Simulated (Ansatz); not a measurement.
# HfO2: the cost of one run

Computed with Ansatz 0.2.0 (DFT PBE, scalar-relativistic, plane waves, PAW, unless a step's input says otherwise).

3 further runs of the same task are left out: 1 that didn't finish, 2 set aside as unsound or not needed.

**1. The structure to begin with**

The structure is cubic, space group Fm-3m (No. 225). Conventional cell: a = 5.098 Å, b = 5.098 Å, c = 5.098 Å, α = 90.00°, β = 90.00°, γ = 90.00°. Around Hf (site symmetry m-3m) lie 8 O at 2.21 Å. O (site symmetry -43m) has 4 Hf at 2.21 Å as nearest neighbours.

Coordinates:

```xyz
12
Lattice="-2.5488 -2.5488 0.0000 2.5488 -2.5488 0.0000 0.0000 0.0000 10.1952" Properties=species:S:1:pos:R:3 pbc="T T T"
Hf    0.0000   -2.5488    2.5488
Hf    0.0000    0.0000    5.0976
Hf    0.0000   -2.5488    7.6464
Hf    0.0000    0.0000    0.0000
O    -1.2744   -1.2744    1.2744
O     1.2744   -1.2744    3.8232
O    -1.2744   -1.2744    6.3720
O     1.2744   -1.2744    8.9208
O    -1.2744   -1.2744    3.8232
O     1.2744   -1.2744    6.3720
O    -1.2744   -1.2744    8.9208
O     1.2744   -1.2744    1.2744
```

It is built from the cell relaxed beforehand with the same method (11.04 Å³/atom).

**2. The reference: the undisturbed cell on the scan's mesh**

Input file input.yaml:

```yaml
crystal:
  lattice:
    - [-2.5488057606, -2.5488057606, 0.0]
    - [2.5488057606, -2.5488057606, 0.0]
    - [0.0, 0.0, 10.1952230425]
  atoms:
    - { symbol: Hf, position: [0.5, 0.5, 0.25] }
    - { symbol: Hf, position: [0.0, 0.0, 0.5] }
    - { symbol: Hf, position: [0.5, 0.5, 0.75] }
    - { symbol: Hf, position: [0.0, 0.0, 0.0] }
    - { symbol: O, position: [0.5, 0.0, 0.125] }
    - { symbol: O, position: [0.0, 0.5, 0.375] }
    - { symbol: O, position: [0.5, 0.0, 0.625] }
    - { symbol: O, position: [0.0, 0.5, 0.875] }
    - { symbol: O, position: [0.5, 0.0, 0.375] }
    - { symbol: O, position: [0.0, 0.5, 0.625] }
    - { symbol: O, position: [0.5, 0.0, 0.875] }
    - { symbol: O, position: [0.0, 0.5, 0.125] }
basis:
  ecutwfc: 420
kpoints:
  mp_grid: { grid: [6, 6, 3] }
hamiltonian:
  xc: pbe
scf:
  occupations: { method: gaussian, width: 0.05 }
output:
  forces: true
  stress: true
  eigenvalues: true
  write_density: true
  write_potential: true
  elf: true
  volumetric_format: npy
```

Launch:

```
$ ansatz run input.yaml --threads 2 --pin off --max-ram 5120MiB --backend cpu --events-out ev --progress --plain --runs-dir out
```

Q: Estimate wall time and peak memory on 2 threads of Intel Xeon Platinum 8375C at 2.90GHz (Ice Lake), shared host.

About 7.7 s, with a peak of 0.6 GiB.
